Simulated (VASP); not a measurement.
# BaTiO3 (P4mm) in VASP: a series of runs, part 2 of 2

VASP 6.6.1.

### Step 4. Relaxation of shape and atoms at fixed volume, LDA (a relaxed cell with its volume scaled by 0.96)

Contents of INCAR:

```
SYSTEM = BaTiO3
  ALGO = Fast
  EDIFF = 1E-7
  EDIFFG = -0.01
  ENCUT = 600
  IBRION = 2
  ISIF = 4
  ISMEAR = 0
  KPAR = 2
  LASPH = .TRUE.
  LCHARG = .FALSE.
  LREAL = .FALSE.
  LWAVE = .FALSE.
  NELM = 80
  NSW = 40
  PREC = Accurate
  SIGMA = 0.03
```

Contents of KPOINTS:

```
k-points
0
G
  8 8 8
  0 0 0
```

Contents of POSCAR:

```
BaTiO3                                  
1.0
    3.8886884727      0.0000000000      0.0000000000
    0.0000000000      3.8886884727      0.0000000000
    0.0000000000     -0.0000000000      3.9352680271
  Ba              Ti              O             
     1     1     3
Direct
     0.0000000000000000    1.0000000000000000    0.0019191113268453
     0.5000000000000000    0.5000000000000000    0.4893446043486940
     0.5000000000000000    0.5000000000000000    0.0221684771398351
     0.5000000000000000    1.0000000000000000    0.5147839035923124
     0.0000000000000000    0.5000000000000000    0.5147839035923124
```

Potentials or basis: VASP PAW LDA potentials, release 64 (Ba_sv, Ti_sv, O).

Run with:

```bash
$ cat potpaw_LDA.64/Ba_sv/POTCAR potpaw_LDA.64/Ti_sv/POTCAR potpaw_LDA.64/O/POTCAR > POTCAR
$ mpirun -np 2 vasp_std > vasp.out
```

OUTCAR:

```text
SYSTEM = BaTiO3
   EDIFF = 1E-7
   EDIFFG = -0.01
   ENCUT = 600
   IBRION = 2
   ISIF = 4
   ISMEAR = 0
   LASPH = .TRUE.
   LREAL = .FALSE.
   NELM = 80
   NSW = 40
   PREC = Accurate

 ion  position               nearest neighbor table
   1  0.000  0.000  0.002-   4 2.73   5 2.73   5 2.73   4 2.73   3 2.75   3 2.75   3 2.75   3 2.75
                             4 2.80   5 2.80   5 2.80   4 2.80   2 3.35   2 3.35   2 3.35   2 3.35
   2  0.500  0.500  0.489-   3 1.84   4 1.95   5 1.95   4 1.95   5 1.95   3 2.10   1 3.35   1 3.35
                             1 3.35   1 3.35   1 3.41   1 3.41   1 3.41   1 3.41
   3  0.500  0.500  0.022-   2 1.84   2 2.10   1 2.75   1 2.75   1 2.75   1 2.75
   4  0.500  0.000  0.515-   2 1.95   2 1.95   1 2.73   1 2.73   1 2.80   1 2.80
   5  0.000  0.500  0.515-   2 1.95   2 1.95   1 2.73   1 2.73   1 2.80   1 2.80

  LATTYP: Found a simple tetragonal cell.
 ALAT       =     3.8886884727
 C/A-ratio  =     1.0119782170

  Lattice vectors:

 A1 = (   3.8886884727,   0.0000000000,   0.0000000000)
 A2 = (   0.0000000000,   3.8886884727,   0.0000000000)
 A3 = (   0.0000000000,   0.0000000000,   3.9352680271)

Analysis of symmetry for initial positions (statically):
=====================================================================
 Subroutine PRICEL returns:
 Original cell was already a primitive cell.

 Routine SETGRP: Setting up the symmetry group for a
 simple tetragonal supercell.

 Subroutine GETGRP returns: Found  8 space group operations
 (whereof  8 operations were pure point group operations)
 out of a pool of 16 trial point group operations.

The static configuration has the point symmetry C_4v.

Analysis of symmetry for dynamics (positions and initial velocities):
=====================================================================
 Subroutine PRICEL returns:
 Original cell was already a primitive cell.

 Routine SETGRP: Setting up the symmetry group for a
 simple tetragonal supercell.

 Subroutine GETGRP returns: Found  8 space group operations
 (whereof  8 operations were pure point group operations)
 out of a pool of 16 trial point group operations.

The dynamic configuration has the point symmetry C_4v.

 Subroutine INISYM returns: Found  8 space group operations
 (whereof  8 operations are pure point group operations),
 and found     1 'primitive' translations

----------------------------------------------------------------------------------------

                                     Primitive cell

  volume of cell :      59.5087

  direct lattice vectors                    reciprocal lattice vectors
     3.888688473  0.000000000  0.000000000     0.257156110  0.000000000  0.000000000
     0.000000000  3.888688473  0.000000000     0.000000000  0.257156110  0.000000000
     0.000000000  0.000000000  3.935268027     0.000000000  0.000000000  0.254112298

  length of vectors
     3.888688473  3.888688473  3.935268027     0.257156110  0.257156110  0.254112298

  position of ions in fractional coordinates (direct lattice)
     0.000000000  0.000000000  0.001919111
     0.500000000  0.500000000  0.489344604
     0.500000000  0.500000000  0.022168477
     0.500000000  0.000000000  0.514783904
     0.000000000  0.500000000  0.514783904

  ion indices of the primitive-cell ions
[... 68 lines left out ...]
 SYSTEM =  BaTiO3
   PREC   = accura    normal or accurate (medium, high low for compatibility)
   ISTART =      0    job   : 0-new  1-cont  2-samecut
   ICHARG =      2    charge: 1-file 2-atom 10-const
   ISPIN  =      1    spin polarized calculation?
   LNONCOLLINEAR =      F non collinear calculations
   LSORBIT =      F    spin-orbit coupling
   LASPH  =      T    aspherical Exc in radial PAW
   ENCUT  =  600.0 eV  44.10 Ry    6.64 a.u.   7.77  7.77  7.86*2*pi/ulx,y,z
   NELM   =     80;   NELMIN=  2; NELMDL= -5     # of ELM steps
   EDIFF  = 0.1E-06   stopping-criterion for ELM
   LREAL  =      F    real-space projection
   EDIFFG = -.1E-01   stopping-criterion for IOM
   NSW    =     40    number of steps for IOM
   IBRION =      2    ionic relax: 0-MD 1-quasi-New 2-CG
   NFREE  =      1    steps in history (QN), initial steepest desc. (CG)
   ISIF   =      4    stress and relaxation
   ISYM   =      2    0-nonsym 1-usesym 2-fastsym
   POTIM  = 0.5000    time-step for ionic-motion
   TEBEG  =    0.0;   TEEND  =   0.0 temperature during run
   PSTRESS=    0.0 pullay stress
   NELECT =      40.0000    total number of electrons
   NUPDOWN=      -1.0000    fix difference up-down
   EMIN   =  10.00;   EMAX   =-10.00  energy-range for DOS
   EFERMI =   0.00;   METHOD = LEGACY
   ISMEAR =     0;   SIGMA  =   0.03  broadening in eV -4-tet -1-fermi 0-gaus
   EFERMI_NEDOS =   21; number of points for ismear=-14 and -15
   IALGO  =     68    algorithm
   IMIX   =      4    mixing-type and parameters
     AMIX     =   0.40;   BMIX     =  1.00
     AMIX_MAG =   1.60;   BMIX_MAG =  1.00
  volume/ion in A,a.u.               =      11.90        80.32
  Fermi-wavevector in a.u.,A,eV,Ry     =   1.434062  2.709984 27.980845  2.056534
  Thomas-Fermi vector in A             =   2.553512
   LORBIT       =      0    0 simple, 1 ext, 2 COOP (PROOUT), +10 PAW based schemes
   GGA     = CA    functional components
   LHFCALC =     F    Hartree Fock is set to
   AEXX    =    0.0000 exact exchange contribution
   IVDW    =     0    specifies the selected vdW correction
   LEPSILON=     F    determine dielectric tensor
   LRPA    =     F    only Hartree local field effects (RPA)
 conjugate gradient relaxation of ions
 non-spin polarized calculation
 RMM-DIIS sequential band-by-band and
 Gauss-broadening in eV      SIGMA  =   0.03
  energy-cutoff  :      600.00
  volume of cell :       59.51
 maximum number of plane-waves:      2006
 NGX is ok and might be reduce to    32
   NGX = 15   NGY = 15   NGZ = 15

--------------------------------------- Ionic step        1  -------------------------------------------

 number of electron      39.9999988 magnetization

 Free energy of the ion-electron system (eV)
  ---------------------------------------------------
  ext. energy  EPLUGINS =         0.00000000
  ---------------------------------------------------
  free energy    TOTEN  =       -44.10045820 eV

  energy without entropy =      -44.10045820  energy(sigma->0) =      -44.10045820

------------------------ aborting loop EDIFF was not reached (unconverged)  ----------------------------

  FORCE on cell =-STRESS in cart. coord.  units (eV):
  Direction    XX          YY          ZZ          XY          YZ          ZX
  --------------------------------------------------------------------------------------
  -------------------------------------------------------------------------------------
  Total        3.1757499      3.1757499      3.1633717      0.0000000      0.0000000      0.0000000
  in kB       85.5019966     85.5019966     85.1687317      0.0000000      0.0000000      0.0000000
  external PRESSURE =      85.3909083 kB  Pullay stress =       0.0000000 kB
[... 98 lines left out ...]
  FREE ENERGIE OF THE ION-ELECTRON SYSTEM (eV)
  ---------------------------------------------------
  free  energy   TOTEN  =       -44.1062236573 eV

  energy  without entropy=      -44.1062236573  energy(sigma->0) =      -44.10622366

[... ionic steps 4 to 8 ...]

--------------------------------------- Ionic step        9  -------------------------------------------

 number of electron      39.9999992 magnetization

------------------------ aborting loop because EDIFF is reached ----------------------------------------
[... 73 lines left out ...]
--------------------------------------- Ionic step       11  -------------------------------------------

 number of electron      39.9999992 magnetization

 Free energy of the ion-electron system (eV)
  ---------------------------------------------------
  ext. energy  EPLUGINS =         0.00000000
  ---------------------------------------------------
  free energy    TOTEN  =       -44.11121535 eV

  energy without entropy =      -44.11121535  energy(sigma->0) =      -44.11121535

 E-fermi :   4.2966     XC(G=0): -12.1228

 val. band max:        4.1310567308   @ k =   0.5000   0.5000   0.5000
 cond. band min:       5.9258018629   @ k =   0.0000   0.0000   0.0000
 fundamental gap:      1.7947451322
 Fermi energy:         4.2966382951

 k-point     1 :       0.0000    0.0000    0.0000
  band No.  band energies     occupation
      1     -51.4357      2.00000
      2     -28.1008      2.00000
      3     -28.0986      2.00000
      4     -28.0986      2.00000
      5     -20.3904      2.00000
      6     -12.6097      2.00000
[... 637 lines left out ...]
     23       8.0076      0.00000
     24       9.3195      0.00000

 [... further k-points ...]
[... 5 lines left out ...]
  --------------------------------------------------------------------------------------
  -------------------------------------------------------------------------------------
  Total        2.7498562      2.7498562      2.7596635      0.0000000      0.0000000      0.0000000
  in kB       74.0354873     74.0354873     74.2995330      0.0000000      0.0000000      0.0000000
  external PRESSURE =      74.1235026 kB  Pullay stress =       0.0000000 kB
[... 20 lines left out ...]
  FREE ENERGIE OF THE ION-ELECTRON SYSTEM (eV)
  ---------------------------------------------------
  free  energy   TOTEN  =       -44.1112153510 eV

  energy  without entropy=      -44.1112153510  energy(sigma->0) =      -44.11121535

 reached required accuracy - stopping structural energy minimisation
```

It took 6.9 min on 2 MPI ranks of Intel Xeon Platinum 8488C (Sapphire Rapids), shared host; peak memory 0.26 GiB.

What came out:

```yaml
Free_energy: -44.1112 eV
Energy_gained_by_relaxing: 2.2 meV/atom
Ionic_steps: 11
Pressure_after_relaxing: 7.4 GPa
Largest_force_after_relaxing: 0.008 eV/Å
Band_gap_on_the_k_mesh: 1.79 eV, indirect (least direct gap 1.86 eV)
```

Forces in eV/Å, atoms in the order of the input:
```
Ba   0.000  0.000  0.006
Ti   0.000  0.000  0.008
O    0.000  0.000  0.003
O    0.000  0.000 -0.008
O    0.000  0.000 -0.008
```

The path:
| step | energy change (eV) | largest force (eV/Å) | pressure (GPa) |
| --- | --- | --- | --- |
| 1 | 0.0000 | 0.3277 | 8.54 |
| 2 | -0.0052 | 0.0966 | 8.09 |
| 3 | -0.0058 | 0.0675 | 7.93 |
| 4 | -0.0081 | 0.0689 | 7.79 |
| 5 | -0.0088 | 0.0785 | 7.69 |
| 6 | -0.0099 | 0.0485 | 7.59 |
| 7 | -0.0105 | 0.0416 | 7.48 |
| 8 | -0.0105 | 0.0464 | 7.47 |
| 9 | -0.0107 | 0.0108 | 7.42 |
| 10 | -0.0107 | 0.0114 | 7.42 |
| 11 | -0.0108 | 0.0083 | 7.41 |

Final structure:
```
Ba Ti O
1.0
     3.90359    0.00000    0.00000
     0.00000    3.90359    0.00000
     0.00000    0.00000    3.90528
Ba Ti O
1 1 3
Direct
  0.00000 0.00000 0.00716
  0.50000 0.50000 0.50396
  0.50000 0.50000 0.01107
  0.50000 0.00000 0.51040
  0.00000 0.50000 0.51040
```

Levels at points of the mesh, in eV from the valence-band top:
| k point | band 16 | band 17 | band 18 | band 19 | band 20 | band 21 | band 22 | band 23 | band 24 |
| --- | --- | --- | --- | --- | --- | --- | --- | --- | --- |
| (0.00, 0.00, 0.00) | -1.25 | -1.24 | -0.07 | -0.07 | -0.07 | 1.79 | 1.81 | 1.81 | 4.46 |
| (0.50, 0.00, 0.00) | -2.09 | -1.95 | -1.93 | -0.73 | -0.72 | 2.01 | 3.84 | 3.84 | 4.50 |
| (0.50, 0.50, 0.00) | -3.04 | -1.69 | -0.82 | -0.82 | -0.10 | 3.86 | 3.86 | 4.29 | 5.44 |
| (0.00, 0.00, 0.50) | -2.07 | -1.95 | -1.95 | -0.71 | -0.71 | 2.00 | 3.84 | 3.84 | 4.50 |
| (0.50, 0.00, 0.50) | -3.03 | -1.69 | -0.81 | -0.81 | -0.11 | 3.86 | 3.86 | 4.29 | 5.45 |
| (0.50, 0.50, 0.50) | -2.35 | -2.35 | -0.01 | -0.01 | 0.00 | 4.62 | 4.62 | 4.62 | 7.00 |

Caveat: spin-orbit coupling is left out, which moves the levels of the heavy elements.

### Step 5. Relaxation of shape and atoms at fixed volume, LDA (a relaxed cell with its volume scaled by 0.98)

INCAR is that of step 4.

KPOINTS is that of step 4.

POSCAR: that of step 4 with these lines changed.

```diff
@@ -2,5 +2,5 @@
 1.0
-    3.8886884727      0.0000000000      0.0000000000
-    0.0000000000      3.8886884727      0.0000000000
-    0.0000000000     -0.0000000000      3.9352680271
+    3.9155078614      0.0000000000      0.0000000000
+    0.0000000000      3.9155078614      0.0000000000
+    0.0000000000     -0.0000000000      3.9624086642
   Ba              Ti              O
```

Run with:

```bash
$ cat potpaw_LDA.64/Ba_sv/POTCAR potpaw_LDA.64/Ti_sv/POTCAR potpaw_LDA.64/O/POTCAR > POTCAR
$ mpirun -np 2 vasp_std > vasp.out
```

Wall time 5.5 min (2 MPI ranks of Intel Xeon Platinum 8488C (Sapphire Rapids), shared host); peak memory 0.27 GiB.

The run converged. Its results:

```
Free energy                  : -44.1548 eV
Energy gained by relaxing    : 0.8 meV/atom
Ionic steps                  : 9
Pressure after relaxing      : 3.4 GPa
Largest force after relaxing : 0.009 eV/Å
Band gap on the k mesh       : 1.77 eV, indirect (least direct gap 1.95 eV)
```

Forces in eV/Å, atoms in the order of the input:
```
Ba   0.000  0.000  0.004
Ti   0.000  0.000  0.002
O    0.000  0.000 -0.009
O    0.000  0.000  0.001
O    0.000  0.000  0.001
```

Step by step:
| step | energy change (eV) | largest force (eV/Å) | pressure (GPa) |
| --- | --- | --- | --- |
| 1 | 0.0000 | 0.1581 | 4.02 |
| 2 | -0.0024 | 0.0543 | 3.81 |
| 3 | -0.0025 | 0.0499 | 3.79 |
| 4 | -0.0026 | 0.0416 | 3.76 |
| 5 | -0.0027 | 0.0338 | 3.69 |
| 6 | -0.0033 | 0.0321 | 3.59 |
| 7 | -0.0036 | 0.0383 | 3.51 |
| 8 | -0.0039 | 0.0178 | 3.43 |
| 9 | -0.0040 | 0.0085 | 3.38 |

Final structure:
```cif
data_structure
_symmetry_space_group_name_H-M 'P 1'
_symmetry_Int_Tables_number 1
_cell_length_a 3.9243
_cell_length_b 3.9243
_cell_length_c 3.9447
_cell_angle_alpha 90.000
_cell_angle_beta 90.000
_cell_angle_gamma 90.000
_cell_volume 60.75
loop_
_atom_site_label
_atom_site_type_symbol
_atom_site_fract_x
_atom_site_fract_y
_atom_site_fract_z
_atom_site_occupancy
Ba1 Ba 0.00000 0.00000 0.00441 1
Ti1 Ti 0.50000 0.50000 0.49545 1
O1 O 0.50000 0.50000 0.01703 1
O2 O 0.50000 0.00000 0.51305 1
O3 O 0.00000 0.50000 0.51305 1
```

Levels at points of the mesh, in eV from the valence-band top:
```
           k point  band 18  band 19  band 20  band 21  band 22  band 23
(0.00, 0.00, 0.00)    -0.18    -0.18    -0.18     1.77     1.89     1.89
(0.50, 0.00, 0.00)    -1.86    -0.85    -0.79     2.07     3.75     3.76
(0.50, 0.50, 0.00)    -0.88    -0.88    -0.10     3.78     3.78     4.20
(0.00, 0.00, 0.50)    -1.97    -0.72    -0.72     1.96     3.75     3.75
(0.50, 0.00, 0.50)    -0.86    -0.85    -0.15     3.76     3.76     4.17
(0.50, 0.50, 0.50)    -0.06    -0.06     0.00     4.49     4.49     4.50
```

Caveat: spin-orbit coupling is left out, which moves the levels of the heavy elements.

### Step 6. The runs side by side

| task | cell | gap on the mesh (eV) | pressure (GPa) | largest force (eV/Å) |
| --- | --- | --- | --- | --- |
| relaxation of cell and atoms | relaxed | 1.75 | 0.0 | - |
| relaxation of shape and atoms at fixed volume | atoms relaxed at fixed volume from: a relaxed cell with its volume scaled by 0.94 | 1.83 | 12.4 | 0.01 |
| relaxation of shape and atoms at fixed volume | atoms relaxed at fixed volume from: a relaxed cell with its volume scaled by 0.96 | 1.79 | 7.4 | 0.01 |
| relaxation of shape and atoms at fixed volume | atoms relaxed at fixed volume from: a relaxed cell with its volume scaled by 0.98 | 1.77 | 3.4 | 0.01 |

Alike in all rows: level LDA; potentials or basis VASP PAW LDA potentials, release 64 (Ba_sv, Ti_sv, O); no spin polarisation; k mesh 8 × 8 × 8; cutoff (eV) 600; smearing gaussian 0.03 eV.

Caveats: spin-orbit coupling is left out, which moves the levels of the heavy elements.

Absolute energies hang on the potentials; compare differences alone.
